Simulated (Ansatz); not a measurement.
# InSe (R3m) in Ansatz: reference runs

Reference runs on InSe: the cell as given and a disturbed copy.

Everything below comes from runs of Ansatz 0.2.0. Logs are shortened: lines on timing, memory, paths and dates and some standing lists are left out, and cuts for length are marked.

**The experiment to reproduce.**

“The Interaction of Hydrogen with the van der Waals Crystal γ-InSe”, 2020, pmc:7321205 reports, for a bulk crystal of InSe at 300 K: band gap 1.25 eV.

The results are compared with them further down.

**1. The structure**

The structure is trigonal, space group R3m (No. 160). Conventional cell: a = 4.000 Å, b = 4.000 Å, c = 25.320 Å, α = 90.00°, β = 90.00°, γ = 120.00°. In (site symmetry 3m) has 3 Se at 2.63 Å and 1 In at 2.82 Å as nearest neighbours. In (site symmetry 3m) has 3 Se at 2.64 Å and 1 In at 2.82 Å as nearest neighbours. Se (site symmetry 3m) is surrounded by 3 In at 2.63 Å. Around Se (site symmetry 3m) lie 3 In at 2.64 Å.

**2. Single point, PBEsol**

input.yaml

```yaml
crystal:
  lattice:
    - [2.0, 1.1547005384, 8.44]
    - [-2.0, 1.1547005384, 8.44]
    - [0.0, -2.3094010768, 8.44]
  atoms:
    - { symbol: In, position: [0.8886, 0.8886, 0.8886] }
    - { symbol: In, position: [0.0, 0.0, 0.0] }
    - { symbol: Se, position: [0.1719, 0.1719, 0.1719] }
    - { symbol: Se, position: [0.3835, 0.3835, 0.3835] }
kpoints:
  mp_grid: { grid: [8, 8, 8] }
scf:
  occupations: { method: fermi_dirac, width: 0.05 }
hamiltonian:
  xc: pbesol
  pseudopotentials: { kind: all_electron, lapw: { basis_error: 0.001 } }
output:
  forces: true
  stress: true
  eigenvalues: true
  populations: true
```

Potentials or basis: all-electron LAPW, scalar-relativistic.

Run with:

```sh
$ ansatz run input.yaml --threads 2 --pin off --max-ram 8192MiB --backend cpu --events-out ev --progress --plain --runs-dir out
```

Standard output:

```text
Warning: RAYON_NUM_THREADS=2 ignored (pool sized by the plan → 2); use --threads N
In: projections on atomic orbitals take those of the free atom 1s2 2s2 2p6 3s2 3p6 3d10 4s2 4p6 4d10 5s2 5p1, of charge +0.00 (hamiltonian.pseudopotentials.projection_atoms)
Se: projections on atomic orbitals take those of the free atom 1s2 2s2 2p6 3s2 3p6 3d10 4s2 4p4, of charge +0.00 (hamiltonian.pseudopotentials.projection_atoms)
LAPW: plane waves up to 8.463 Å⁻¹, error target 1.0e-3 eV per atom; small_component_spin mean_spin; Se in spheres of 1.265 Å, 24 of its electrons in bands, Dirac shells []; In in spheres of 1.369 Å, 21 of its electrons in bands, Dirac shells [] (how accurate: hamiltonian.pseudopotentials.lapw.basis_error, Limitations)
Engine: ansatz 0.2.0, x86_64-unknown-linux-gnu
Pseudopotentials: kind: all_electron
Pseudopotential: In, LAPW, valence charge 21, lapw/all_electron/scalar/gaussian/In, Koelling and Harmon's equation, gaussian nucleus
Pseudopotential: Se, LAPW, valence charge 24, lapw/all_electron/scalar/gaussian/Se, Koelling and Harmon's equation, gaussian nucleus
Functional definition: PBEsol
  exchange = pbesol_x
  correlation = pbesol_c
Crystal: 4 atoms, lattice volume = 116.948 Å³
Basis set: ecut = 272.87936698232653 eV, 1217 PW (Γ), FFT grids on a1−a3, a2−a3, a3, exchange–correlation at level 2
Bands: 54, of which v1, the nominal top of the filled ones, is band 45 counted from 1 (44 counted from 0)
Symmetry: 6 space group operations
Space group: R3m (ITA 160), of the structure as read, at distance tolerance 4.9e-5 Å
k-points: 65 of 512 (time reversal used)
Non-local potential: In, projectors of the file, none
Non-local potential: Se, projectors of the file, none
Initial density: superposition of atomic densities (chi_scale 0.1, normalization cell, long waves 34 % of neutral atoms (reshape's long-wave potential 1.34 eV rms, cloud 2.62 Å wide))
Initial wavefunctions: plane waves of lowest kinetic energy (no species holds an atomic orbital)
Functional: x = pbesol(κ = 0.804, μ = 0.12345679012345678), c = pbesol(β = 0.046)
iter 1 solved again at ethr=1.58e-3 eV; its pass at ethr=1.00e-1 eV (dr2=1.42e0 eV) is discarded
SCF iter   1: F=—  HF=-452111.102200 eV  |F-HF|=—  |Δ(HF+E_count)|=         —  Δρ=2.44e-2  dr2=1.43e0  ethr=1.58e-3  ⟨swp⟩=2.0  Hψ=22199  notcnv=0
preconditioner: auto → Resta (q_TF=auto, 2.612 Å⁻¹)  ε∞=3.0  [insulator: Δε(μ)=0.555 eV  Ē_g=14.792 eV  σ=0.050 eV  W_gap=0.99  n_scr=36 (ndim 8)  ℏωp=21.2 eV  f_vac=0.155  D(μ)=0.00/eV (n_scr^D=0)  ε∞_Penn≈3.0]
SCF iter   2: F=—  HF=-452110.710025 eV  |F-HF|=—  |Δ(HF+E_count)|=   3.92e-1  Δρ=1.12e-2  dr2=2.25e-1  ethr=1.58e-3  ⟨swp⟩=3.0  Hψ=10910  notcnv=0
SCF iter   3: F=—  HF=-452110.671921 eV  |F-HF|=—  |Δ(HF+E_count)|=   3.81e-2  Δρ=6.39e-3  dr2=7.27e-2  ethr=2.50e-4  ⟨swp⟩=2.0  Hψ=10610  notcnv=0
iter 4 solved again at ethr=3.72e-6 eV; its pass at ethr=8.08e-5 eV (dr2=3.35e-3 eV) is discarded
SCF iter   4: F=—  HF=-452110.664329 eV  |F-HF|=—  |Δ(HF+E_count)|=         —  Δρ=1.13e-3  dr2=3.34e-3  ethr=3.72e-6  ⟨swp⟩=2.0  Hψ=17415  notcnv=0
the basis was enlarged: its passes take 473.2 KiB over the memory plan, 2 of 2 planned eigensolver slots
SCF iter   5: F=—  HF=-452110.663623 eV  |F-HF|=—  |Δ(HF+E_count)|=   7.06e-4  Δρ=3.55e-4  dr2=2.61e-4  ethr=3.71e-6  ⟨swp⟩=2.0  Hψ=10143  notcnv=0
SCF iter   6: F=—  HF=-452110.663706 eV  |F-HF|=—  |Δ(HF+E_count)|=   8.23e-5  Δρ=1.62e-4  dr2=4.39e-5  ethr=2.90e-7  ⟨swp⟩=3.0  Hψ=10393  notcnv=0
SCF iter   7: F=—  HF=-452110.663755 eV  |F-HF|=—  |Δ(HF+E_count)|=   4.89e-5  Δρ=6.54e-5  dr2=9.22e-6  ethr=4.88e-8  ⟨swp⟩=3.0  Hψ=10511  notcnv=0
SCF iter   8: F=—  HF=-452110.663765 eV  |F-HF|=—  |Δ(HF+E_count)|=   1.02e-5  Δρ=1.88e-5  dr2=8.07e-7  ethr=1.02e-8  ⟨swp⟩=3.0  Hψ=10613  notcnv=0
SCF iter   9: F=—  HF=-452110.663766 eV  |F-HF|=—  |Δ(HF+E_count)|=   1.47e-6  Δρ=6.96e-6  dr2=9.20e-8  ethr=8.96e-10  ⟨swp⟩=3.0  Hψ=10654  notcnv=0
SCF iter  10: F=-452110.663766 eV  HF=-452110.663766 eV  |F-HF|=3.73e-8  |Δ(HF+E_count)|=   6.62e-8  Δρ=3.58e-6  dr2=2.06e-8  ethr=1.02e-10  ⟨swp⟩=3.0  Hψ=10558  notcnv=0
SCF 1 converged in 10 iterations: F = -452110.663766 eV  dr2 = 2.06e-8
SCF converged after 10 iterations
Free energy (F): -452110.663766 eV
Harris-Foulkes:  -452110.663766 eV  (|F-HF|=3.73e-8)
Internal energy: -452110.663689 eV  (E = F + TS)
E sigma→0 (E₀):  -452110.663728 eV
Entropy (-TS):   -0.000077 eV (-0.019 meV/atom)
Fermi energy:    9.051750 eV
--- Per-component energies (eV) ---
  E_band       = -4476.952198
  E_kinetic    = 471077.985651
  E_xc         = -13259.420716
  E_electrostatic = -909929.228625  (all electrons and nuclei)
  E_smearing   = -0.000077  (= −TS)
  E_closure    = 0.000000  (closes the sum)
  E_atoms      = -452095.124779  (free atoms, spherical and without spin; not in F)
  Σ components = -452110.663766   (vs F -452110.663766, Δ=0.00e0)
  Basis errors (estimates in eV, not in F): energy 4.6e-4 per atom: plane waves 4.2e-4 (2.4e-4 summed), levels above the bands 3.2e-71, relativity 2.6e-8, radial functions 4.0e-5, core shells 2.6e-7; eigenvalues (radial functions only) 9.2e-7; not estimated: angular momenta, meshes, grids; target (lapw.basis_error) 1.0e-3; muffin-tin radii Se 1.265 Å, In 1.369 Å
--- Forces (eV/Å), atoms counted from 1 ---
  atom   1  In     0.00000000     0.00000000     0.30049437
  atom   2  In     0.00000000     0.00000000    -0.28243496
  atom   3  Se     0.00000000    -0.00000000    -0.08814264
  atom   4  Se     0.00000000    -0.00000000     0.07008813
  max |Σ_I F_I| component: 4.91e-6 eV/Å
--- Stress (GPa, compression-positive) ---
        0.506768       0.000000       0.000000
        0.000000       0.506768      -0.000000
        0.000000      -0.000000      -0.478383
  P = ⅓ Tr σ = 0.1784 GPa (1.784 kbar)
--- Band table (eV; the first three rows and the last of 65) ---
  k-point 0: bands = ["-198.5329", "-198.5261", "-138.2081", "-138.2081", "-138.2006", "-138.2006", "-138.1752", "-138.1698", "-106.3326", "-106.3279", "-64.8699", "-64.8699", "-64.8652", "-64.8652", "-64.8446", "-64.8233", "-38.6499", "-38.6499", "-38.6421", "-38.6421", "-38.6229", "-38.6229", "-38.6166", "-38.6166", "-38.6127", "-38.6069", "-5.8571", "-5.6815", "-5.6815", "-5.6058", "-5.6058", "-5.5828", "-5.5828", "-5.4255", "-5.4181", "-5.4181", "-4.7127", "-4.3036", "2.5349", "5.3937", "7.3228", "7.5638", "7.5638", "7.6576", "7.6576", "10.5066", "10.8689", "13.2329", "13.2329", "13.9757", "14.3091", "14.3091", "16.2837", "17.3789"]
  k-point 1: bands = ["-198.5329", "-198.5261", "-138.2081", "-138.2081", "-138.2006", "-138.2006", "-138.1752", "-138.1698", "-106.3326", "-106.3279", "-64.8700", "-64.8699", "-64.8652", "-64.8652", "-64.8446", "-64.8233", "-38.6499", "-38.6499", "-38.6421", "-38.6421", "-38.6229", "-38.6229", "-38.6166", "-38.6166", "-38.6127", "-38.6069", "-5.8642", "-5.7405", "-5.6802", "-5.6780", "-5.5945", "-5.5871", "-5.5754", "-5.4541", "-5.4193", "-5.3610", "-4.5307", "-4.1542", "2.6484", "5.1208", "6.5486", "7.1694", "7.3642", "7.4905", "7.7437", "10.8607", "11.5651", "12.5135", "13.3878", "13.6289", "14.3277", "14.6615", "15.9168", "17.2505"]
  k-point 2: bands = ["-198.5329", "-198.5261", "-138.2081", "-138.2081", "-138.2006", "-138.2006", "-138.1752", "-138.1698", "-106.3326", "-106.3279", "-64.8701", "-64.8700", "-64.8653", "-64.8652", "-64.8446", "-64.8233", "-38.6499", "-38.6498", "-38.6421", "-38.6420", "-38.6230", "-38.6229", "-38.6167", "-38.6166", "-38.6127", "-38.6068", "-5.9257", "-5.8069", "-5.7894", "-5.6739", "-5.5976", "-5.5673", "-5.5532", "-5.4694", "-5.4218", "-5.3083", "-4.1051", "-3.7925", "2.8471", "4.3452", "5.3565", "6.8134", "6.9678", "7.1063", "7.8540", "10.8239", "11.0157", "12.8341", "13.0431", "13.6067", "15.2213", "15.2315", "15.5049", "16.6637"]
  k-point 64: bands = ["-198.5329", "-198.5261", "-138.2081", "-138.2081", "-138.2006", "-138.2006", "-138.1752", "-138.1698", "-106.3326", "-106.3279", "-64.8699", "-64.8699", "-64.8652", "-64.8652", "-64.8446", "-64.8233", "-38.6499", "-38.6499", "-38.6421", "-38.6421", "-38.6229", "-38.6229", "-38.6166", "-38.6166", "-38.6127", "-38.6069", "-5.8567", "-5.6817", "-5.6817", "-5.6057", "-5.6057", "-5.5828", "-5.5828", "-5.4368", "-5.4179", "-5.4179", "-4.5620", "-4.4596", "2.8860", "4.4968", "7.4952", "7.4952", "7.7327", "7.7327", "8.8658", "9.2119", "10.9352", "13.1486", "13.1486", "14.4361", "14.4361", "14.4692", "16.7556", "17.4600"]
--- Löwdin populations: 4 sites ---
  site symbol       q [e]
     0     In     48.8311
     1     In     48.8334
     2     Se     34.1149
     3     Se     34.1198
  spilling = 0.000607 (of n_electrons = 166.000000)
```

Run time: 77 s. Hardware: 2 threads of AMD EPYC 7R43 (Zen 3), shared host; peak memory 0.82 GiB.

Results:

```yaml
Free_energy: -452110.6638 eV
Pressure: 0.2 GPa
Largest_force: 0.300 eV/Å
Band_gap_on_the_k_mesh: 0.35 eV, direct
Loewdin_charges: In +0.17; Se -0.11, -0.12 e
```

Forces on the atoms (eV/Å):
```
In   0.000  0.000  0.300
In   0.000  0.000 -0.282
Se   0.000  0.000 -0.088
Se   0.000  0.000  0.070
```

Stress tensor (GPa, compression positive):
```
 0.51  0.00  0.00
 0.00  0.51  0.00
 0.00  0.00 -0.48
```

Caveat: spin-orbit coupling is left out, which moves the levels of the heavy elements.

**3. Equation of state, PBEsol**

Potentials or basis: all-electron LAPW, scalar-relativistic.

No new run: the results of the series are fitted here.

Results:

- Equilibrium volume: 29.34 Å³/atom
- Bulk modulus at fixed shape and positions: 50 GPa
- Pressure derivative of the bulk modulus: 4.7

Energy against volume, from the lowest point:
| volume (Å³/atom) | energy (meV/atom) |
| --- | --- |
| 27.483 | 20.81 |
| 28.068 | 9.35 |
| 28.652 | 2.58 |
| 29.237 | 0.00 |
| 29.822 | 1.16 |
| 30.406 | 5.65 |
| 30.991 | 13.10 |

Caveat: the cell was scaled at fixed shape and fractional positions, which overstates the stiffness of a crystal with free parameters, most of all of layers and chains.

**4. Single point, PBEsol (atoms moved at random, drawn with an rms of 0.05 Å)**

input.yaml: that of step 2 with these lines changed.

```diff
@@ -6,6 +6,6 @@
   atoms:
-    - { symbol: In, position: [0.8886, 0.8886, 0.8886] }
-    - { symbol: In, position: [0.0, 0.0, 0.0] }
-    - { symbol: Se, position: [0.1719, 0.1719, 0.1719] }
-    - { symbol: Se, position: [0.3835, 0.3835, 0.3835] }
+    - { symbol: In, position: [0.902633, 0.883756, 0.881538] }
+    - { symbol: In, position: [-0.018726, -0.00296, 0.01686] }
+    - { symbol: Se, position: [0.159676, 0.170798, 0.18013] }
+    - { symbol: Se, position: [0.386672, 0.372498, 0.386896] }
 kpoints:
```

Potentials or basis: all-electron LAPW, scalar-relativistic.

Run with:

```sh
$ ansatz run input.yaml --threads 2 --pin off --max-ram 8192MiB --backend cpu --events-out ev --progress --plain --runs-dir out
```

Standard output:

```text
Warning: RAYON_NUM_THREADS=2 ignored (pool sized by the plan → 2); use --threads N
In: projections on atomic orbitals take those of the free atom 1s2 2s2 2p6 3s2 3p6 3d10 4s2 4p6 4d10 5s2 5p1, of charge +0.00 (hamiltonian.pseudopotentials.projection_atoms)
Se: projections on atomic orbitals take those of the free atom 1s2 2s2 2p6 3s2 3p6 3d10 4s2 4p4, of charge +0.00 (hamiltonian.pseudopotentials.projection_atoms)
LAPW: plane waves up to 8.727 Å⁻¹, error target 1.0e-3 eV per atom; small_component_spin mean_spin; Se in spheres of 1.238 Å, 24 of its electrons in bands, Dirac shells []; In in spheres of 1.334 Å, 21 of its electrons in bands, Dirac shells [] (how accurate: hamiltonian.pseudopotentials.lapw.basis_error, Limitations)
[... 7 set-up lines as earlier in the session ...]
Crystal: 4 atoms, lattice volume = 116.948 Å³
Basis set: ecut = 290.16520882727673 eV, 1343 PW (Γ), FFT grids on a1−a3, a2−a3, a3, exchange–correlation at level 2
Bands: 54, of which v1, the nominal top of the filled ones, is band 45 counted from 1 (44 counted from 0)
Symmetry: 1 space group operations
[... 29 lines left out ...]
--- Per-component energies (eV) ---
  E_band       = -4477.060869
  E_kinetic    = 471077.519112
  E_xc         = -13259.268176
  E_electrostatic = -909928.882519  (all electrons and nuclei)
  E_smearing   = -0.000036  (= −TS)
  E_closure    = 0.000000  (closes the sum)
  E_atoms      = -452095.124779  (free atoms, spherical and without spin; not in F)
  Σ components = -452110.631620   (vs F -452110.631620, Δ=0.00e0)
  Basis errors (estimates in eV, not in F): energy 4.6e-4 per atom: plane waves 4.2e-4 (2.4e-4 summed), levels above the bands 3.3e-71, relativity 4.5e-8, radial functions 3.9e-5, core shells 5.5e-7; eigenvalues (radial functions only) 6.8e-7; not estimated: angular momenta, meshes, grids; target (lapw.basis_error) 1.0e-3; muffin-tin radii Se 1.238 Å, In 1.334 Å
--- Forces (eV/Å), atoms counted from 1 ---
  atom   1  In    -0.21897799    -0.27099962    -0.30333883
  atom   2  In     0.33236419     0.24359404    -0.03166692
  atom   3  Se     0.22856784     0.26596663     0.25158440
  atom   4  Se    -0.34195306    -0.23855980     0.08342909
  max |Σ_I F_I| component: 7.74e-6 eV/Å
--- Stress (GPa, compression-positive) ---
       -0.030015       0.141480      -0.990250
        0.141480      -0.018005      -0.847983
       -0.990250      -0.847983      -0.056656
  P = ⅓ Tr σ = -0.0349 GPa (-0.349 kbar)
--- Band table (eV; the first three rows and the last of 260) ---
  k-point 0: bands = ["-198.5674", "-198.4581", "-138.2480", "-138.2357", "-138.2112", "-138.1362", "-138.1229", "-138.1072", "-106.3989", "-106.3226", "-64.9404", "-64.9303", "-64.9072", "-64.8658", "-64.8522", "-64.8241", "-38.6852", "-38.6828", "-38.6629", "-38.6528", "-38.6471", "-38.5698", "-38.5683", "-38.5543", "-38.5441", "-38.5404", "-5.9298", "-5.7578", "-5.7246", "-5.6568", "-5.6397", "-5.5951", "-5.5818", "-5.4286", "-5.4249", "-5.3980", "-4.6696", "-4.2399", "2.4088", "5.3836", "7.2529", "7.4769", "7.6200", "7.7002", "7.8622", "10.5520", "10.9101", "13.1397", "13.2004", "14.0461", "14.3637", "14.4472", "16.2486", "17.3851"]
  k-point 1: bands = ["-198.5674", "-198.4581", "-138.2480", "-138.2357", "-138.2112", "-138.1362", "-138.1229", "-138.1072", "-106.3989", "-106.3226", "-64.9405", "-64.9303", "-64.9072", "-64.8658", "-64.8522", "-64.8241", "-38.6851", "-38.6828", "-38.6629", "-38.6528", "-38.6471", "-38.5698", "-38.5683", "-38.5543", "-38.5441", "-38.5404", "-5.9309", "-5.8034", "-5.7422", "-5.6863", "-5.6334", "-5.6157", "-5.5754", "-5.4571", "-5.4263", "-5.3510", "-4.5002", "-4.0922", "2.5251", "5.1185", "6.5856", "7.2090", "7.3374", "7.6425", "7.6930", "10.8916", "11.5928", "12.4473", "13.2863", "13.7376", "14.4294", "14.7098", "15.9021", "17.2085"]
  k-point 2: bands = ["-198.5674", "-198.4581", "-138.2480", "-138.2357", "-138.2112", "-138.1362", "-138.1229", "-138.1072", "-106.3989", "-106.3226", "-64.9406", "-64.9303", "-64.9071", "-64.8658", "-64.8523", "-64.8240", "-38.6851", "-38.6828", "-38.6629", "-38.6528", "-38.6470", "-38.5698", "-38.5682", "-38.5543", "-38.5441", "-38.5404", "-5.9675", "-5.8712", "-5.8021", "-5.7231", "-5.6373", "-5.6125", "-5.5471", "-5.4763", "-5.4284", "-5.3028", "-4.0934", "-3.7348", "2.7447", "4.3762", "5.3975", "6.8327", "6.9559", "7.2695", "7.7718", "10.7355", "11.0704", "12.7633", "13.1112", "13.5356", "15.1326", "15.3260", "15.6045", "16.6460"]
  k-point 259: bands = ["-198.5674", "-198.4581", "-138.2480", "-138.2357", "-138.2112", "-138.1362", "-138.1229", "-138.1072", "-106.3989", "-106.3226", "-64.9404", "-64.9303", "-64.9072", "-64.8658", "-64.8522", "-64.8241", "-38.6852", "-38.6828", "-38.6629", "-38.6527", "-38.6471", "-38.5698", "-38.5683", "-38.5543", "-38.5441", "-38.5404", "-5.9298", "-5.7593", "-5.7248", "-5.6567", "-5.6395", "-5.5943", "-5.5817", "-5.4280", "-5.4248", "-5.4050", "-4.5559", "-4.3640", "2.7424", "4.4906", "7.4460", "7.5474", "7.7778", "7.8926", "8.7973", "9.2401", "11.0122", "13.0887", "13.1096", "14.4947", "14.5310", "14.5634", "16.6897", "17.4543"]
--- Löwdin populations: 4 sites ---
  site symbol       q [e]
     0     In     48.8342
     1     In     48.8315
     2     Se     34.1194
     3     Se     34.1145
  spilling = 0.000605 (of n_electrons = 166.000000)
```

Wall time 6.2 min (2 threads of AMD EPYC 7R43 (Zen 3), shared host); peak memory 2.3 GiB.

What came out:

```yaml
Free_energy: -452110.6316 eV
Pressure: 0.0 GPa
Largest_force: 0.462 eV/Å
Band_gap_on_the_k_mesh: 0.44 eV, direct
Loewdin_charges: In +0.17; Se -0.12, -0.11 e
```

Forces in eV/Å, atoms in the order of the input:
```
In  -0.219 -0.271 -0.303
In   0.332  0.244 -0.032
Se   0.229  0.266  0.252
Se  -0.342 -0.239  0.083
```

Stress tensor (GPa, compression positive):
```
-0.03  0.14 -0.99
 0.14 -0.02 -0.85
-0.99 -0.85 -0.06
```

Caveat: spin-orbit coupling is left out, which moves the levels of the heavy elements. A k mesh can miss the band edges.

**5. Overview**

```tsv
task	cell	cutoff (eV)	gap on the mesh (eV)	pressure (GPa)	largest force (eV/Å)
single point	as given	273	0.35	0.2	0.30
equation of state	as given	-	-	-	-
single point	atoms moved at random, drawn with an rms of 0.05 Å	290	0.44	0.0	0.46
```

Alike in all rows: level PBEsol; potentials or basis all-electron LAPW, scalar-relativistic; no spin polarisation; k mesh 8 × 8 × 8; smearing fermi-dirac 0.05 eV; basis error allowed 0.001 eV/atom.

Caveats: spin-orbit coupling is left out, which moves the levels of the heavy elements (some runs); the cell was scaled at fixed shape and fractional positions, which overstates the stiffness of a crystal with free parameters, most of all of layers and chains (some runs).

Compare energies only between runs with the same functional and basis.

**6. Against experiment**

Step 2. A measured gap of InSe is 1.25 eV (300 K; “The Interaction of Hydrogen with the van der Waals Crystal γ-InSe”, 2020, pmc:7321205); the calculated 0.35 eV misses it by -0.90 eV. Spin-orbit coupling on In, Se is left out. The value is that of PBEsol on a finite k mesh, which can miss the band edges, without temperature or zero-point motion. Semilocal functionals fall short of measured gaps as a rule.
